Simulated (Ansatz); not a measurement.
# TaSi2 (P6_222) in Ansatz: further runs

Aim: see how the results for TaSi2 move with the level of theory and the settings. Levels: r2SCAN, LDA. Tasks: band structure.

All numbers are computed with Ansatz 0.2.0; they aren't measurements. Logs are shortened: lines on timing, memory, paths and dates and some standing lists are left out, and cuts for length are marked.

**1. Starting point**

Symmetry: P6_222, No. 180, hexagonal system. The conventional cell has a = 4.780 Å, b = 4.780 Å, c = 6.564 Å, α = 90.00°, β = 90.00°, γ = 120.00°. Ta (site symmetry 222) has 10 Si at 2.59 to 2.76 Å as nearest neighbours. Si (site symmetry 2) has 5 Si at 2.59 to 2.76 Å and 5 Ta at 2.59 to 2.76 Å as nearest neighbours.

**2. Band structure, r2SCAN**

input.yaml reads:

```yaml
crystal:
  lattice:
    - [4.78, 0.0, 0.0]
    - [-2.39, 4.1396014301, 0.0]
    - [0.0, 0.0, 6.564]
  atoms:
    - { symbol: Ta, position: [0.0, 0.5, 0.1666666667] }
    - { symbol: Ta, position: [0.5, 0.5, 0.8333333333] }
    - { symbol: Ta, position: [0.5, 0.0, 0.5] }
    - { symbol: Si, position: [0.3333, 0.16665, 0.1666666667] }
    - { symbol: Si, position: [0.16665, 0.83335, 0.8333333333] }
    - { symbol: Si, position: [0.83335, 0.6667, 0.5] }
    - { symbol: Si, position: [0.6667, 0.83335, 0.1666666667] }
    - { symbol: Si, position: [0.83335, 0.16665, 0.8333333333] }
    - { symbol: Si, position: [0.16665, 0.3333, 0.5] }
hamiltonian:
  xc: r2scan
  pseudopotentials: { kind: paw }
kpoints:
  mp_grid: { grid: [7, 7, 4] }
  band_path:
    path:
      - [[0.0, 0.0, 0.0], [0.5, 0.0, 0.0], [0.3333333333, 0.3333333333, 0.0], [0.0, 0.0, 0.0], [0.0, 0.0, 0.5], [0.5, 0.0, 0.5], [0.3333333333, 0.3333333333, 0.5], [0.0, 0.0, 0.5]]
      - [[0.5, 0.0, 0.5], [0.5, 0.0, 0.0]]
      - [[0.3333333333, 0.3333333333, 0.0], [0.3333333333, 0.3333333333, 0.5]]
    npoints: 10
scf:
  occupations: { method: fermi_dirac, width: 0.05 }
  n_extra_bands: 22
output:
  forces: true
  stress: true
  eigenvalues: true
  fatbands: true
  write_density: true
  write_potential: true
  elf: true
  volumetric_format: npy
```

Potentials or basis: Ansatz PAW.

Run with:

```bash
ansatz run input.yaml --threads 4 --pin off --max-ram 11264MiB --backend cpu --events-out ev --progress --plain --runs-dir out
```

The log of the run:

```text
Warning: RAYON_NUM_THREADS=4 ignored (pool sized by the plan → 4); use --threads N
scf.n_extra_bands = 22 over 32 filled bands (N_el = 63.0): the run solves 54 bands
Engine: ansatz 0.2.0, x86_64-unknown-linux-gnu
Pseudopotentials: kind: paw
Pseudopotential: Ta, paw, valence charge 13, recommended cutoff 500 eV (meta_gga), Ta.paw.azcp
Pseudopotential: Si, paw, valence charge 4, recommended cutoff 500 eV (meta_gga), Si.paw.azcp
Functional definition: r2SCAN
  parameter k0 = 0.174
  parameter k1 = 0.065
  parameter a1 = 4.9479
  exchange = r2scan_x(k0 = k0, k1 = k1, a1 = a1)
  correlation = r2scan_c
Crystal: 9 atoms, lattice volume = 129.884 Å³
Basis set: ecut = 500 eV, 3269 PW (Γ), exchange–correlation on 144×144×192 points (64 copies of the dense FFT grid, shifted against one another)
Bands: 54, of which v1, the nominal top of the filled ones, is band 32 counted from 1 (31 counted from 0)
Symmetry: 12 space group operations
Space group: P6222 (ITA 180), of the structure as read, at distance tolerance 5.1e-5 Å
k-points: 24 of 196 (time reversal used)
Non-local potential: Ta, projectors of the file, l = 0: 3, l = 1: 2, l = 2: 2, l = 3: 1
Non-local potential: Si, projectors of the file, l = 0: 2, l = 1: 2, l = 2: 2
PAW form: soft (Blöchl's): semilocal exchange-correlation on the pseudo side does not see the compensation charge
PAW frozen core: Ta, regenerated for the run's functional (the file was generated under x = pbe(κ = 0.804, μ = 0.2195149727645171), c = pbe(β = 0.06672455060314922))
PAW frozen core: Si, regenerated for the run's functional (the file was generated under x = pbe(κ = 0.804, μ = 0.2195149727645171), c = pbe(β = 0.06672455060314922))
PAW one-centre angular grid: Ta, 590 points (default); XC on 160 Gauss nodes
PAW one-centre angular grid: Si, 302 points (default); XC on 160 Gauss nodes
Initial density: superposition of atomic densities (neutral atoms: chi_scale 0, normalization atom), corrected by the library's trained network
Initial wavefunctions: pseudopotential atomic-orbital guess
Functional: x = r2scan, c = r2scan; τ floored in thin density (d = 2e-4 eV/Å³)
SCF iter   1: F=—  HF=-33671.179011 eV  |F-HF|=—  |Δ(HF+E_count)|=         —  Δρ=8.00e-3  dr2=1.10e-1  dr2_τ=1.14e-1  ethr=1.77e-3  ⟨swp⟩=5.5  Hψ=5795  notcnv=0  defer=134
preconditioner: auto → Kerker (q_TF=auto, 2.418 Å⁻¹)  [metal: Δε(μ)=0.046 eV  Ē_g=10.166 eV  σ=0.050 eV  W_gap=0.23  n_scr=22 (ndim 8)  ℏωp=20.3 eV  f_vac=0.000  D(μ)=3.94/eV (n_scr^D=22)]
SCF iter   2: F=—  HF=-33671.332114 eV  |F-HF|=—  |Δ(HF+E_count)|=   1.53e-1  Δρ=4.33e-3  dr2=1.94e-2  dr2_τ=1.26e-3  ethr=1.74e-4  ⟨swp⟩=2.0  Hψ=2175  notcnv=0  defer=345
SCF iter   3: F=—  HF=-33671.337064 eV  |F-HF|=—  |Δ(HF+E_count)|=   4.95e-3  Δρ=1.53e-3  dr2=2.42e-3  dr2_τ=2.38e-4  ethr=3.08e-5  ⟨swp⟩=2.0  Hψ=1411  notcnv=0  defer=345
SCF iter   4: F=—  HF=-33671.337393 eV  |F-HF|=—  |Δ(HF+E_count)|=   3.29e-4  Δρ=1.78e-4  dr2=4.41e-5  dr2_τ=2.92e-6  ethr=3.84e-6  ⟨swp⟩=2.0  Hψ=1419  notcnv=0  defer=345
SCF iter   5: F=—  HF=-33671.337421 eV  |F-HF|=—  |Δ(HF+E_count)|=   2.73e-5  Δρ=3.53e-5  dr2=1.56e-6  dr2_τ=5.94e-8  ethr=7.01e-8  ⟨swp⟩=2.0  Hψ=1421  notcnv=0  defer=345
SCF iter   6: F=—  HF=-33671.337423 eV  |F-HF|=—  |Δ(HF+E_count)|=   2.45e-6  Δρ=1.02e-5  dr2=1.72e-7  dr2_τ=7.57e-9  ethr=1.59e-10  ⟨swp⟩=16.4  Hψ=10365  notcnv=0
SCF iter   7: F=-33671.337423 eV  HF=-33671.337423 eV  |F-HF|=1.70e-9  |Δ(HF+E_count)|=   1.51e-7  Δρ=2.47e-6  dr2=7.46e-9  dr2_τ=6.73e-10  ethr=1.59e-10  ⟨swp⟩=9.1  Hψ=6364  notcnv=0
SCF 1 converged in 7 iterations: F = -33671.337423 eV  dr2 = 7.46e-9
NSCF: frozen V_eff on 93 k-points
SCF converged after 7 iterations
Free energy (F): -33671.337423 eV
Harris-Foulkes:  -33671.337423 eV  (|F-HF|=1.70e-9)
Internal energy: -33671.306255 eV  (E = F + TS)
E sigma→0 (E₀):  -33671.321839 eV
Entropy (-TS):   -0.031168 eV (-3.463 meV/atom)
Fermi energy:    15.241354 eV
--- Per-component energies (eV) ---
  E_band       = -298.228185
  E_kinetic    = 1365.983861
  E_local      = -2343.110512  (includes V_loc(G=0)·N_el)
  E_nonlocal   = 190.934541
  E_hartree    = 901.841965
  E_xc         = -933.912995
  E_vxc        = -983.080054  (∫ρ·V_xc dr)
  E_paw        = -28387.264358  (= ΣΔE_a)
  E_vpaw       = -379.284605  (= ΣTr[D̂ρ^β])
  E_aug_tail   = 0.000272  (compensation charges beyond the density's cutoff)
  E_vtau       = 46.647077  (kinetic-family band-sum trace: ∫τ·v_τ [+ j·A + Jᵃ·Aᵃ] dr)
  E_ewald      = -4463.051592
  E_core_change = -2.727439  (= ΣΔE_core)
  E_smearing   = -0.031168  (= −TS)
  E_closure    = 0.000000  (closes the sum)
  Σ components = -33671.337423   (vs F -33671.337423, Δ=0.00e0)
--- Forces (eV/Å), atoms counted from 1 ---
  atom   1  Ta    -0.00000000    -0.00000000     0.00000000
  atom   2  Ta     0.00000000     0.00000000    -0.00000000
  atom   3  Ta     0.00000000     0.00000000    -0.00000000
  atom   4  Si    -0.72294141    -0.41739042     0.00000000
  atom   5  Si    -0.72294141     0.41739042    -0.00000000
  atom   6  Si    -0.00000000     0.83478083     0.00000000
  atom   7  Si     0.72294141     0.41739042     0.00000000
  atom   8  Si     0.72294141    -0.41739042    -0.00000000
  atom   9  Si     0.00000000    -0.83478083    -0.00000000
  max |Σ_I F_I| component: 3.52e-16 eV/Å
--- Stress (GPa, compression-positive) ---
       -0.670905      -0.000000       0.000000
       -0.000000      -0.670905       0.000000
        0.000000       0.000000       1.725648
  P = ⅓ Tr σ = 0.1279 GPa (1.279 kbar)
--- Band table (eV; the first three rows and the last of 24) ---
  k-point 0: bands = ["-54.2695", "-54.2520", "-54.2520", "-20.3473", "-20.3462", "-20.3462", "-20.2402", "-20.2402", "-20.1698", "-20.1508", "-20.1508", "-20.1251", "1.1397", "4.6162", "4.6162", "8.4577", "8.9722", "8.9722", "9.1027", "9.1027", "10.2073", "11.0770", "11.0770", "11.2913", "12.5012", "12.5012", "12.5718", "12.5718", "12.7616", "12.7616", "12.7650", "13.1936", "15.8742", "18.6201", "18.6201", "18.9871", "19.0210", "19.0556", "19.4838", "19.4838", "19.6267", "19.6267", "19.9966", "19.9966", "20.2255", "20.7312", "20.7312", "20.8884", "21.5783", "21.5783", "21.8438", "23.3959", "23.8044", "23.8044"]
  k-point 1: bands = ["-54.2679", "-54.2578", "-54.2478", "-20.3842", "-20.3350", "-20.2913", "-20.2635", "-20.2379", "-20.1870", "-20.1554", "-20.1321", "-20.1304", "1.4012", "3.2885", "5.8917", "8.6686", "8.7186", "8.8829", "9.2459", "9.5824", "10.0851", "10.1465", "10.5545", "10.6728", "12.4095", "12.5565", "12.6881", "12.7229", "13.0799", "13.1175", "13.1286", "14.0895", "16.6428", "17.8868", "18.3291", "18.8020", "18.8705", "18.9248", "19.0273", "19.2947", "19.5989", "19.6933", "19.9323", "20.0909", "20.5561", "20.5939", "20.6268", "20.8704", "21.0948", "22.2282", "22.7932", "23.0707", "23.4673", "23.9480"]
  k-point 2: bands = ["-54.2636", "-54.2636", "-54.2462", "-20.3977", "-20.3026", "-20.3026", "-20.2394", "-20.2326", "-20.2326", "-20.1435", "-20.1435", "-20.1229", "2.1527", "2.1527", "6.6807", "8.3741", "8.5758", "9.1256", "9.1256", "9.8826", "9.8826", "9.9536", "9.9536", "10.8126", "12.4781", "12.4781", "12.5980", "12.7189", "12.9519", "12.9519", "13.3098", "16.3637", "16.3637", "18.2589", "18.2589", "18.5640", "18.6997", "18.6997", "18.7308", "19.2552", "19.3291", "19.5315", "19.9077", "19.9077", "20.1115", "20.4490", "20.4490", "21.0859", "21.0859", "22.2076", "22.2309", "22.2309", "24.0848", "24.0848"]
  k-point 23: bands = ["-54.2635", "-54.2565", "-54.2533", "-20.3944", "-20.3585", "-20.3567", "-20.2372", "-20.2173", "-20.1561", "-20.1458", "-20.1446", "-20.1359", "4.1725", "4.2072", "4.8731", "5.5443", "5.8588", "6.8196", "9.5165", "9.9436", "10.3342", "11.0934", "12.1141", "12.1289", "12.2236", "12.3805", "12.4330", "12.6054", "14.0356", "14.7263", "14.7644", "15.2922", "16.4684", "16.9380", "17.2453", "17.5600", "17.5874", "18.3506", "18.7251", "18.9171", "19.1996", "19.3884", "19.6911", "20.0799", "20.7427", "21.0041", "21.4625", "21.7661", "22.0613", "22.1385", "22.3877", "22.9741", "23.7126", "23.7815"]
```

Run time: 74 s. Hardware: 4 threads of AMD EPYC (Zen 3), shared host; peak memory 1 GiB.

Results:

```
Free energy            : -33671.3374 eV
Pressure               : 0.1 GPa
Largest force          : 0.835 eV/Å
Band gap on the k mesh : none (metal or under the smearing width)
```

Forces in eV/Å, atoms in the order of the input:
```
Ta   0.000  0.000  0.000
Ta   0.000  0.000  0.000
Ta   0.000  0.000  0.000
Si  -0.723 -0.417  0.000
Si  -0.723  0.417  0.000
Si   0.000  0.835  0.000
Si   0.723  0.417  0.000
Si   0.723 -0.417  0.000
Si   0.000 -0.835  0.000
```

Levels at the corners of the path, in eV from the Fermi level:
```csv
point,band 28,band 29,band 30,band 31,band 32,band 33,band 34,band 35
Γ,-2.67,-2.48,-2.48,-2.48,-2.05,0.63,3.38,3.38
M,-2.13,-1.19,-0.82,-0.03,0.12,0.81,1.25,1.76
K,-1.85,-1.85,-1.78,0.42,0.42,0.57,2.31,2.31
Γ,-2.67,-2.48,-2.48,-2.48,-2.05,0.63,3.38,3.38
A,-2.52,-2.29,-2.29,-1.93,1.12,1.12,3.02,3.02
L,-2.18,-2.08,-1.80,-0.80,-0.16,1.60,2.05,2.64
H,-2.57,-0.80,-0.80,-0.08,-0.08,1.10,1.64,1.64
A,-2.52,-2.29,-2.29,-1.93,1.12,1.12,3.02,3.02
L,-2.18,-2.08,-1.80,-0.80,-0.16,1.60,2.05,2.64
M,-2.13,-1.19,-0.82,-0.03,0.12,0.81,1.25,1.76
K,-1.85,-1.85,-1.78,0.42,0.42,0.57,2.31,2.31
H,-2.57,-0.80,-0.80,-0.08,-0.08,1.10,1.64,1.64
```

Caveat: spin-orbit coupling is left out, which moves the levels of the heavy elements; the cell's inner coordinates are idealised or old, which leaves forces on the atoms; the PAW data sets come from PBE, with cores solved anew for the run's functional, which leaves a small shift of forces and pressure.

**3. Band structure, LDA**

input.yaml, as its differences from that of step 2:

```diff
@@ -16,3 +16,3 @@
 hamiltonian:
-  xc: r2scan
+  xc: lda
   pseudopotentials: { kind: paw }
```

Potentials or basis: Ansatz PAW.

Run with:

```bash
ansatz run input.yaml --threads 4 --pin off --max-ram 11264MiB --backend cpu --events-out ev --progress --plain --runs-dir out
```

It took 38 s on 4 threads of AMD EPYC (Zen 3), shared host; peak memory 0.72 GiB.

It converged, with:

```
Free energy            : -32704.6760 eV
Pressure               : -4.7 GPa
Largest force          : 0.698 eV/Å
Band gap on the k mesh : none (metal or under the smearing width)
```

Forces in eV/Å, atoms in the order of the input:
```
Ta   0.000  0.000  0.000
Ta   0.000  0.000  0.000
Ta   0.000  0.000  0.000
Si  -0.605 -0.349  0.000
Si  -0.605  0.349  0.000
Si   0.000  0.698  0.000
Si   0.605  0.349  0.000
Si   0.605 -0.349  0.000
Si   0.000 -0.698  0.000
```

Stress tensor (GPa, compression positive):
```
-5.34  0.00  0.00
 0.00 -5.34  0.00
 0.00  0.00 -3.47
```

Levels at the corners of the path, in eV from the Fermi level:
| point | band 28 | band 29 | band 30 | band 31 | band 32 | band 33 | band 34 | band 35 |
| --- | --- | --- | --- | --- | --- | --- | --- | --- |
| Γ | -2.48 | -2.23 | -2.23 | -2.19 | -1.71 | 0.56 | 3.12 | 3.12 |
| M | -2.01 | -1.13 | -0.78 | -0.03 | 0.17 | 0.78 | 1.20 | 1.65 |
| K | -1.74 | -1.74 | -1.65 | 0.43 | 0.43 | 0.54 | 2.21 | 2.21 |
| Γ | -2.48 | -2.23 | -2.23 | -2.19 | -1.71 | 0.56 | 3.12 | 3.12 |
| A | -2.34 | -1.95 | -1.95 | -1.60 | 1.02 | 1.02 | 2.79 | 2.79 |
| L | -2.02 | -1.97 | -1.69 | -0.75 | -0.14 | 1.50 | 1.89 | 2.40 |
| H | -2.34 | -0.75 | -0.75 | -0.10 | -0.10 | 0.99 | 1.55 | 1.55 |
| A | -2.34 | -1.95 | -1.95 | -1.60 | 1.02 | 1.02 | 2.79 | 2.79 |
| L | -2.02 | -1.97 | -1.69 | -0.75 | -0.14 | 1.50 | 1.89 | 2.40 |
| M | -2.01 | -1.13 | -0.78 | -0.03 | 0.17 | 0.78 | 1.20 | 1.65 |
| K | -1.74 | -1.74 | -1.65 | 0.43 | 0.43 | 0.54 | 2.21 | 2.21 |
| H | -2.34 | -0.75 | -0.75 | -0.10 | -0.10 | 0.99 | 1.55 | 1.55 |

Caveat: spin-orbit coupling is left out, which moves the levels of the heavy elements; the cell's inner coordinates are idealised or old, which leaves forces on the atoms; the PAW data sets come from PBE, with cores solved anew for the run's functional, which leaves a small shift of forces and pressure.
